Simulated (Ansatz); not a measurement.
Geometry optimisation in Ansatz: input, command and trajectory.

```yaml
crystal:
  lattice:
    - [0.0, 5.5953444182, -5.214075575]
    - [4.8457104091, -2.7976722091, -5.214075575]
    - [-4.8457104091, -2.7976722091, -5.214075575]
  atoms:
    - { symbol: Zn, position: [0.9292702371, 0.2605619926, 0.2606636742] }
    - { symbol: Zn, position: [0.2791048585, 0.9464379824, 0.2761234455] }
    - { symbol: Zn, position: [0.9436882717, 0.6121987425, 0.9459385445] }
    - { symbol: Zn, position: [0.6133696244, 0.6121318802, 0.2761606484] }
    - { symbol: Zn, position: [0.2791624203, 0.2767230925, 0.9458765116] }
    - { symbol: Zn, position: [0.943656899, 0.9463360205, 0.6115865352] }
    - { symbol: Zn, position: [0.6112746755, 0.9442723051, 0.94370217] }
    - { symbol: Zn, position: [0.2777010758, 0.6107420162, 0.6102805554] }
    - { symbol: Zn, position: [0.613358914, 0.2766208831, 0.6115776913] }
    - { symbol: Zn, position: [0.2200985548, 0.2219710342, 0.5527083417] }
    - { symbol: Zn, position: [0.5563398182, 0.8893829154, 0.5534915088] }
    - { symbol: Zn, position: [0.2202249179, 0.5531441093, 0.2215606833] }
    - { symbol: Zn, position: [0.8889921662, 0.553150276, 0.5526309932] }
    - { symbol: Zn, position: [0.5843260697, 0.2167988379, 0.2164895027] }
    - { symbol: Zn, position: [0.2209949981, 0.889416003, 0.8889825388] }
    - { symbol: Zn, position: [0.8869794723, 0.9186755532, 0.2148527868] }
    - { symbol: Zn, position: [0.556423661, 0.5540008654, 0.8888830208] }
    - { symbol: Zn, position: [0.8840082972, 0.2172142854, 0.9138591243] }
    - { symbol: O, position: [0.1472782486, 0.8200841001, 0.1523120586] }
    - { symbol: O, position: [0.8197758624, 0.4803547706, 0.819628932] }
    - { symbol: O, position: [0.4871649653, 0.4802306766, 0.1522431544] }
    - { symbol: O, position: [0.1473187579, 0.152742607, 0.8196671491] }
    - { symbol: O, position: [0.8196902316, 0.8200834526, 0.4798296696] }
    - { symbol: O, position: [0.4850570014, 0.8180701584, 0.8175771093] }
    - { symbol: O, position: [0.151770621, 0.484747998, 0.4843305019] }
    - { symbol: O, position: [0.4870498295, 0.15272696, 0.479805677] }
    - { symbol: O, position: [0.0909542489, 0.0985337075, 0.4234567316] }
    - { symbol: O, position: [0.4294706606, 0.7625158648, 0.4279143746] }
    - { symbol: O, position: [0.0909940544, 0.4239897432, 0.0980465665] }
    - { symbol: O, position: [0.7655182822, 0.4239529275, 0.42343816] }
    - { symbol: O, position: [0.4356349315, 0.0987016546, 0.098161259] }
    - { symbol: O, position: [0.0954528827, 0.7625623083, 0.7620455074] }
    - { symbol: O, position: [0.7656353117, 0.7686381746, 0.0982066301] }
    - { symbol: O, position: [0.4295555806, 0.4284460989, 0.7619829985] }
    - { symbol: O, position: [0.7656860079, 0.0986881062, 0.7680707626] }
  host:
    lattice:
      - [3.2304736061, 0.0, 0.0]
      - [-1.615236803, 2.7976722091, 0.0]
      - [0.0, 0.0, 5.214075575]
    atoms:
      - { symbol: Zn, position: [0.6666666667, 0.3333333333, 0.5006434753] }
      - { symbol: Zn, position: [0.3333333333, 0.6666666667, 0.0006434753] }
      - { symbol: O, position: [0.6666666667, 0.3333333333, 0.8796665247] }
      - { symbol: O, position: [0.3333333333, 0.6666666667, 0.3796665247] }
total_charge: 2
basis:
  ecutwfc: 420
  xc_grid: 2
kpoints:
  mp_grid: { grid: [2, 2, 2], shift: [0.5, 0.5, 0.5] }
hamiltonian:
  xc: pbesol
scf:
  occupations: { method: gaussian, width: 0.01 }
output:
  forces: true
  stress: false
  eigenvalues: true
  charged_corrections:
    defect_position: [0.81788894, 0.15122227, 0.15122227]
    epsilon: [[10.1176, 0.0, 0.0], [0.0, 10.1176, 0.0], [0.0, 0.0, 10.987]]
  write_density: true
  write_potential: true
  elf: true
  volumetric_format: npy
relax:
  adjacent_minimum: "off"
  f_tol: 0.025
  max_steps: 45
```

```bash
ansatz run input.yaml --threads 4 --pin off --max-ram 8192MiB --backend cpu --events-out ev --progress --plain --runs-dir out
```

Computed with DFT PBEsol, scalar-relativistic, plane waves, PAW in Ansatz.

The cell holds a point defect: O vacancy (site b), charge +2.

Of 8 frames 6 are shown, positions in Å and forces in eV/Å; the SCF threshold varies from step to step.

```xyz
35
Lattice="0.0000 5.5953 -5.2141 4.8457 -2.7977 -5.2141 -4.8457 -2.7977 -5.2141" Properties=species:S:1:pos:R:3:forces:R:3 pbc="T T T" step=1 free_energy_over_end_meV_per_atom=62.88
Zn   -0.0005    3.7414   -7.5630    0.0415   -0.0632   -1.4039
Zn    3.2481   -1.8586   -7.8298   -0.1215    0.1541   -0.1261
Zn   -1.6172    0.9211  -13.0447    0.1572    0.0191   -0.0993
Zn    1.6280    0.9469   -7.8298    0.0613   -0.1478   -0.1148
Zn   -3.2425   -1.8584   -7.8303    0.1136    0.1237   -0.1049
Zn    1.6221    0.9215  -13.0434   -0.1760    0.0435   -0.0666
Zn    0.0028   -1.8616  -13.0313   -0.0305   -0.0019    0.1648
Zn    0.0022   -1.8622   -7.8145    0.0033    0.0052   -0.1138
Zn   -1.6231    0.9471   -7.8292   -0.0298   -0.1651   -0.0849
Zn   -1.6027   -0.9358   -5.1868    0.0782   -0.0250   -0.0662
Zn    1.6276   -0.9238  -10.4241   -0.2034   -0.0979    0.0446
Zn    1.6068   -0.9351   -5.1876   -0.0872   -0.0285   -0.0435
Zn    0.0025    1.8806  -10.4009    0.0277    0.0722   -0.0489
Zn    0.0015    2.0573   -5.3059   -0.0012   -1.2867    0.5508
Zn    0.0021   -3.7388  -10.4250    0.0116    0.2680    0.0541
Zn    3.4105    1.7917  -10.5351   -1.2087    0.4824    0.6636
Zn   -1.6227   -0.9233  -10.4245    0.2079   -0.1291    0.0422
Zn   -3.3757    1.7820  -10.5068    1.0567    0.6088    0.4717
O     3.2358   -1.8964   -5.8381    0.1681   -0.2081   -0.0523
O    -1.6440    0.9500  -11.0526   -0.3026    0.0020   -0.0189
O     1.5893    0.9564   -5.8379   -0.1616    0.2809   -0.0206
O    -3.2317   -1.8962   -5.8383   -0.1516   -0.2617   -0.0187
O     1.6488    0.9497  -11.0518    0.3811    0.0301   -0.0244
O     0.0024   -1.8619  -11.0575    0.0009   -0.0055    0.0123
O     0.0020   -1.8620   -5.8442   -0.0007    0.0000    0.1225
O    -1.5849    0.9556   -5.8376    0.1603    0.2783   -0.0246
O    -1.5745   -0.9514   -3.1959    0.2264   -0.1321    0.3803
O     1.6214   -0.9274   -8.4463    0.0249    0.0043    0.0635
O     1.5794   -0.9513   -3.1964   -0.2452   -0.1358    0.3824
O     0.0025    1.9126   -8.4098   -0.0105    0.3113    0.3967
O     0.0026    1.8868   -3.2979    0.0027    0.0970   -0.3363
O     0.0025   -3.7313   -8.4471    0.0005   -0.0305    0.0517
O     3.2487    1.8588   -8.5119    0.1038   -0.0355   -0.3967
O    -1.6162   -0.9269   -8.4467   -0.0274    0.0153    0.0578
O    -3.2436    1.8594   -8.5117   -0.0699   -0.0418   -0.2931
35
Lattice="0.0000 5.5953 -5.2141 4.8457 -2.7977 -5.2141 -4.8457 -2.7977 -5.2141" Properties=species:S:1:pos:R:3:forces:R:3 pbc="T T T" step=2 free_energy_over_end_meV_per_atom=48.87
Zn   -0.0004    3.7389   -7.6436    0.0279   -0.0430   -1.5193
Zn    3.2399   -1.8492   -7.8355   -0.1797    0.1786   -0.0595
Zn   -1.6067    0.9235  -13.0494    0.2259    0.0619   -0.0475
Zn    1.6319    0.9371   -7.8358    0.0601   -0.2289   -0.0563
Zn   -3.2344   -1.8505   -7.8352    0.1738    0.1645   -0.0504
Zn    1.6105    0.9249  -13.0472   -0.2379    0.0708   -0.0397
Zn    0.0026   -1.8614  -13.0289   -0.0100   -0.0003    0.2343
Zn    0.0021   -1.8618   -7.8091    0.0002    0.0018   -0.1118
Zn   -1.6252    0.9361   -7.8335   -0.0491   -0.2365   -0.0469
Zn   -1.6012   -0.9356   -5.1845    0.0724   -0.0360   -0.1136
Zn    1.6147   -0.9305  -10.4213   -0.1996   -0.1079    0.0918
Zn    1.6057   -0.9350   -5.1848   -0.0764   -0.0358   -0.1007
Zn    0.0043    1.8819  -10.3979    0.0090    0.0772   -0.1053
Zn    0.0019    1.9593   -5.2762    0.0050   -1.3610    0.5547
Zn    0.0024   -3.7228  -10.4222    0.0047    0.2405    0.0958
Zn    3.3229    1.8328  -10.5011   -1.2468    0.5737    0.6347
Zn   -1.6095   -0.9304  -10.4224    0.1966   -0.1157    0.0925
Zn   -3.2945    1.8295  -10.4806    1.1374    0.6574    0.4999
O     3.2372   -1.8748   -5.8456    0.1795   -0.3718   -0.0151
O    -1.6248    0.9389  -11.0597   -0.4350    0.0658    0.0110
O     1.6098    0.9467   -5.8464   -0.2929    0.3594    0.0161
O    -3.2327   -1.8735   -5.8458   -0.1623   -0.4124    0.0134
O     1.6309    0.9374  -11.0593    0.5054    0.0984    0.0177
O     0.0027   -1.8613  -11.0622    0.0004   -0.0047   -0.0439
O     0.0023   -1.8618   -5.8370    0.0021    0.0017    0.2059
O    -1.6050    0.9460   -5.8449    0.2901    0.3611    0.0120
O    -1.5870   -0.9440   -3.1924    0.3307   -0.1900    0.4092
O     1.6144   -0.9305   -8.4474    0.0928    0.0463    0.0325
O     1.5907   -0.9448   -3.1928   -0.3446   -0.1942    0.4046
O     0.0026    1.8993   -8.4062   -0.0050    0.4213    0.4180
O     0.0032    1.8845   -3.2869   -0.0011    0.1255   -0.4946
O     0.0019   -3.7236   -8.4481    0.0034   -0.1039    0.0256
O     3.2475    1.8604   -8.5018    0.1169   -0.0562   -0.5426
O    -1.6098   -0.9304   -8.4481   -0.0894    0.0516    0.0291
O    -3.2408    1.8610   -8.5007   -0.1044   -0.0591   -0.4511
35
Lattice="0.0000 5.5953 -5.2141 4.8457 -2.7977 -5.2141 -4.8457 -2.7977 -5.2141" Properties=species:S:1:pos:R:3:forces:R:3 pbc="T T T" step=4 free_energy_over_end_meV_per_atom=14.15
Zn    0.0016    3.7350   -7.9552   -0.0005    0.0108   -0.4022
Zn    3.2201   -1.8350   -7.8325    0.1672   -0.0464    0.0212
Zn   -1.5848    0.9345  -13.0462   -0.1259   -0.1266    0.0179
Zn    1.6338    0.9134   -7.8332    0.0415    0.1672    0.0273
Zn   -3.2140   -1.8368   -7.8317   -0.1733   -0.0461    0.0198
Zn    1.5883    0.9354  -13.0447    0.1293   -0.1156    0.0363
Zn    0.0035   -1.8610  -13.0284   -0.0163   -0.0066   -0.1130
Zn    0.0020   -1.8619   -7.8046    0.0009    0.0031   -0.0142
Zn   -1.6275    0.9121   -7.8309   -0.0342    0.1686    0.0322
Zn   -1.6015   -0.9353   -5.1993   -0.2670    0.1625    0.0234
Zn    1.6016   -0.9383  -10.4035   -0.0112   -0.0024   -0.1348
Zn    1.6069   -0.9345   -5.2001    0.2694    0.1520    0.0206
Zn    0.0048    1.8820  -10.4128    0.0041   -0.3111    0.0222
Zn    0.0033    1.6795   -5.1830   -0.0037   -0.2793    0.2125
Zn    0.0029   -3.7074  -10.4046    0.0007    0.0206   -0.1268
Zn    3.0734    1.9636  -10.3998   -0.2325    0.1742    0.2005
Zn   -1.5963   -0.9371  -10.4047    0.0141   -0.0167   -0.1259
Zn   -3.0575    1.9668  -10.3935    0.2343    0.1322    0.2169
O     3.2541   -1.8937   -5.8472    0.0222    0.6476   -0.1960
O    -1.6506    0.9366  -11.0601    0.5594   -0.3544   -0.2028
O     1.5977    0.9719   -5.8460    0.6053   -0.3096   -0.2175
O    -3.2476   -1.8956   -5.8459   -0.0290    0.6640   -0.2023
O     1.6615    0.9382  -11.0572   -0.5940   -0.3886   -0.2334
O     0.0026   -1.8610  -11.0811    0.0023    0.0052    0.0893
O     0.0023   -1.8615   -5.8088    0.0057    0.0034   -0.0875
O    -1.5920    0.9709   -5.8443   -0.6012   -0.3075   -0.2135
O    -1.5739   -0.9513   -3.1665   -0.6021    0.3472   -0.1984
O     1.6154   -0.9296   -8.4490   -0.0877   -0.0465    0.0832
O     1.5775   -0.9524   -3.1669    0.6064    0.3513   -0.2011
O     0.0024    1.9171   -8.3800   -0.0004   -0.7186   -0.2009
O     0.0032    1.8934   -3.3151    0.0018   -0.0144    0.5618
O     0.0020   -3.7249   -8.4496    0.0029    0.1006    0.0828
O     3.2550    1.8561   -8.5329   -0.0044    0.0124    0.5939
O    -1.6113   -0.9294   -8.4497    0.0913   -0.0499    0.0816
O    -3.2486    1.8567   -8.5251    0.0246    0.0173    0.5270
35
Lattice="0.0000 5.5953 -5.2141 4.8457 -2.7977 -5.2141 -4.8457 -2.7977 -5.2141" Properties=species:S:1:pos:R:3:forces:R:3 pbc="T T T" step=5 free_energy_over_end_meV_per_atom=1.74
Zn    0.0017    3.7356   -8.1502    0.0112   -0.0134   -0.2938
Zn    3.2216   -1.8320   -7.8211   -0.0177   -0.0215   -0.0575
Zn   -1.5820    0.9325  -13.0348   -0.0221    0.0196   -0.0444
Zn    1.6372    0.9121   -7.8215   -0.0323    0.0098   -0.0486
Zn   -3.2153   -1.8330   -7.8208    0.0096   -0.0301   -0.0442
Zn    1.5864    0.9326  -13.0352    0.0213    0.0268   -0.0261
Zn    0.0036   -1.8612  -13.0269   -0.0141    0.0002   -0.1171
Zn    0.0023   -1.8617   -7.7950    0.0011    0.0038   -0.0249
Zn   -1.6314    0.9113   -7.8206    0.0412    0.0072   -0.0357
Zn   -1.6408   -0.9122   -5.2174    0.0185   -0.0049   -0.0228
Zn    1.5893   -0.9456  -10.4056   -0.0421   -0.0140    0.0996
Zn    1.6474   -0.9132   -5.2192   -0.0316    0.0011   -0.0100
Zn    0.0031    1.8364  -10.4323    0.0080    0.0198   -0.0111
Zn    0.0039    1.5470   -5.1273   -0.0001   -0.1928    0.0607
Zn    0.0030   -3.6933  -10.4059    0.0107    0.0667    0.1040
Zn    2.9579    2.0327  -10.3439   -0.1852    0.0640    0.0822
Zn   -1.5834   -0.9448  -10.4057    0.0462   -0.0302    0.0996
Zn   -2.9441    2.0322  -10.3381    0.1543    0.0844    0.0498
O     3.2610   -1.8416   -5.8592   -0.0302   -0.1018    0.0554
O    -1.6095    0.9047  -11.0722   -0.0757    0.0783    0.0610
O     1.6476    0.9504   -5.8586   -0.1064    0.0231    0.0626
O    -3.2539   -1.8439   -5.8578    0.0305   -0.0952    0.0592
O     1.6163    0.9060  -11.0712    0.0885    0.0740    0.0551
O     0.0030   -1.8607  -11.0844    0.0001   -0.0068    0.0754
O     0.0024   -1.8613   -5.7985    0.0049    0.0041    0.1746
O    -1.6406    0.9504   -5.8573    0.1027    0.0267    0.0564
O    -1.6286   -0.9193   -3.2014    0.0617   -0.0358   -0.0881
O     1.6129   -0.9308   -8.4426   -0.0505   -0.0393   -0.0075
O     1.6333   -0.9200   -3.2021   -0.0672   -0.0371   -0.0948
O     0.0025    1.8521   -8.4158   -0.0018    0.0786   -0.0861
O     0.0033    1.8827   -3.2595    0.0006   -0.0284   -0.0168
O     0.0024   -3.7218   -8.4428   -0.0009    0.0693   -0.0137
O     3.2454    1.8625   -8.4745   -0.0197    0.0128   -0.0262
O    -1.6085   -0.9309   -8.4429    0.0588   -0.0359   -0.0087
O    -3.2392    1.8623   -8.4721    0.0280    0.0167   -0.0169
35
Lattice="0.0000 5.5953 -5.2141 4.8457 -2.7977 -5.2141 -4.8457 -2.7977 -5.2141" Properties=species:S:1:pos:R:3:forces:R:3 pbc="T T T" step=7 free_energy_over_end_meV_per_atom=0.01
Zn    0.0031    3.7344   -8.3243    0.0003   -0.0004    0.0143
Zn    3.2230   -1.8554   -7.8187   -0.0059   -0.0013    0.0013
Zn   -1.6021    0.9433  -13.0322    0.0011    0.0042    0.0003
Zn    1.6178    0.9248   -7.8184   -0.0043   -0.0037    0.0001
Zn   -3.2169   -1.8554   -7.8182    0.0058   -0.0011   -0.0005
Zn    1.6083    0.9431  -13.0325   -0.0013    0.0054    0.0009
Zn    0.0027   -1.8611  -13.0213   -0.0001    0.0005    0.0106
Zn    0.0032   -1.8610   -7.7799    0.0004    0.0016   -0.0045
Zn   -1.6117    0.9250   -7.8185    0.0046   -0.0046    0.0012
Zn   -1.6632   -0.8990   -5.2697   -0.0075    0.0057   -0.0085
Zn    1.5866   -0.9466  -10.3769    0.0090    0.0039   -0.0008
Zn    1.6700   -0.8989   -5.2695    0.0076    0.0053   -0.0079
Zn    0.0032    1.8103  -10.4838   -0.0009   -0.0101   -0.0072
Zn    0.0033    1.5016   -5.0810   -0.0003    0.0010   -0.0006
Zn    0.0033   -3.6892  -10.3765   -0.0007   -0.0096   -0.0014
Zn    2.9155    2.0531  -10.2951    0.0002   -0.0008    0.0004
Zn   -1.5801   -0.9468  -10.3764   -0.0090    0.0050   -0.0007
Zn   -2.9094    2.0529  -10.2948    0.0002   -0.0011   -0.0002
O     3.2747   -1.8587   -5.8548   -0.0129   -0.0106    0.0052
O    -1.6306    0.9003  -11.0683   -0.0027    0.0170    0.0045
O     1.6409    0.9709   -5.8546   -0.0147   -0.0060    0.0055
O    -3.2681   -1.8588   -5.8545    0.0125   -0.0105    0.0051
O     1.6369    0.9004  -11.0686    0.0040    0.0166    0.0045
O     0.0031   -1.8609  -11.0620    0.0003   -0.0004   -0.0097
O     0.0035   -1.8608   -5.7720   -0.0007    0.0002    0.0495
O    -1.6343    0.9708   -5.8546    0.0141   -0.0052    0.0046
O    -1.6352   -0.9151   -3.2607    0.0148   -0.0096   -0.0018
O     1.6116   -0.9322   -8.4168   -0.0004   -0.0008   -0.0030
O     1.6414   -0.9150   -3.2605   -0.0150   -0.0084   -0.0025
O     0.0032    1.8427   -8.4747   -0.0010    0.0177   -0.0017
O     0.0031    1.8761   -3.2281    0.0002   -0.0017   -0.0151
O     0.0031   -3.7182   -8.4164    0.0000   -0.0001   -0.0042
O     3.2392    1.8661   -8.4419   -0.0003    0.0010   -0.0166
O    -1.6054   -0.9322   -8.4164    0.0001   -0.0008   -0.0043
O    -3.2335    1.8658   -8.4418    0.0023    0.0019   -0.0167
35
Lattice="0.0000 5.5953 -5.2141 4.8457 -2.7977 -5.2141 -4.8457 -2.7977 -5.2141" Properties=species:S:1:pos:R:3:forces:R:3 pbc="T T T" step=8 free_energy_over_end_meV_per_atom=0.00
Zn    0.0032    3.7344   -8.3213   -0.0001    0.0002   -0.0022
Zn    3.2225   -1.8554   -7.8197   -0.0001   -0.0008    0.0020
Zn   -1.6018    0.9436  -13.0337   -0.0005    0.0005    0.0016
Zn    1.6176    0.9243   -7.8197   -0.0006    0.0002    0.0019
Zn   -3.2162   -1.8554   -7.8196    0.0001   -0.0008    0.0017
Zn    1.6081    0.9436  -13.0337    0.0006    0.0003    0.0017
Zn    0.0031   -1.8610  -13.0200    0.0001    0.0000   -0.0037
Zn    0.0031   -1.8609   -7.7736    0.0002   -0.0001   -0.0055
Zn   -1.6113    0.9243   -7.8196    0.0005    0.0003    0.0017
Zn   -1.6653   -0.8976   -5.2691    0.0035   -0.0023   -0.0003
Zn    1.5877   -0.9461  -10.3774   -0.0020   -0.0011    0.0005
Zn    1.6716   -0.8976   -5.2690   -0.0036   -0.0023   -0.0008
Zn    0.0032    1.8077  -10.4831   -0.0002    0.0045   -0.0008
Zn    0.0032    1.5023   -5.0818    0.0001    0.0024   -0.0008
Zn    0.0032   -3.6905  -10.3773   -0.0001    0.0018    0.0003
Zn    2.9157    2.0529  -10.2959    0.0023   -0.0010   -0.0009
Zn   -1.5813   -0.9461  -10.3773    0.0017   -0.0010    0.0005
Zn   -2.9095    2.0528  -10.2958   -0.0021   -0.0010   -0.0009
O     3.2739   -1.8593   -5.8554   -0.0018    0.0004    0.0006
O    -1.6309    0.9011  -11.0694    0.0014    0.0012    0.0005
O     1.6398    0.9708   -5.8554   -0.0005   -0.0018    0.0006
O    -3.2676   -1.8594   -5.8553    0.0018    0.0004    0.0005
O     1.6372    0.9012  -11.0695   -0.0012    0.0011    0.0006
O     0.0032   -1.8609  -11.0620    0.0000    0.0001   -0.0015
O     0.0032   -1.8610   -5.7630    0.0000    0.0001    0.0019
O    -1.6335    0.9708   -5.8554    0.0007   -0.0017    0.0004
O    -1.6343   -0.9155   -3.2601   -0.0012    0.0005    0.0019
O     1.6102   -0.9331   -8.4168    0.0021    0.0012   -0.0021
O     1.6406   -0.9156   -3.2601    0.0010    0.0006    0.0019
O     0.0032    1.8436   -8.4742   -0.0001   -0.0013    0.0020
O     0.0032    1.8762   -3.2296    0.0000    0.0007    0.0003
O     0.0031   -3.7167   -8.4167    0.0000   -0.0024   -0.0022
O     3.2396    1.8658   -8.4437    0.0005   -0.0001    0.0006
O    -1.6039   -0.9331   -8.4167   -0.0022    0.0014   -0.0021
O    -3.2333    1.8658   -8.4436   -0.0004   -0.0002    0.0003
```

Time: 3.8 min on 4 threads of Arm Neoverse V1, on a shared host, peak memory 1.8 GiB.